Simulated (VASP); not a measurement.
Here is a VASP 6.6.1 calculation.

File INCAR:

```
PREC     = Accurate       # precision mode
ENCUT    = 520            # plane-wave cutoff, eV
EDIFF    = 1E-7           # SCF threshold, eV
ISMEAR   = 0              # smearing method
SIGMA    = 0.1            # smearing width, eV
LREAL    = False          # projectors in reciprocal space
LASPH    = True           # aspherical terms in the spheres
NELM     = 80             # most SCF steps
ALGO     = Fast           # electronic algorithm
ISIF     = 2              # what is computed and relaxed
LWAVE    = False          # write WAVECAR
LCHARG   = False          # write CHGCAR
LDIPOL   = True         
IDIPOL   = 3            
DIPOL    = 0.5 0.5 0.500
GGA      = PE             # functional
IVDW     = 12             # dispersion correction
NBANDS   = 11             # bands
```

File KPOINTS:

```
Automatic mesh
0
Gamma
  21 21 1
```

Contents of POSCAR:

```
C
1.0
    2.4660651710      0.0000000000      0.0000000000
   -1.2330325855      2.1356750854      0.0000000000
    0.0000000000      0.0000000000     28.0000000000
C
2
Direct
    0.3333333333      0.6666666667      0.5000000751
    0.6666666667      0.3333333333      0.4999999249
```

Potentials or basis: VASP PAW PBE potentials, release 64 (C).

The run is started by

```bash
$ cat potpaw_PBE.64/C/POTCAR > POTCAR
$ mpirun -np 1 vasp_std > vasp.out
```

Question: What does it give for the band gap on the k mesh?

Answer: None (metal or under the smearing width).

Question: What does it give for the dispersion energy per atom?

Answer: -0.089 eV.
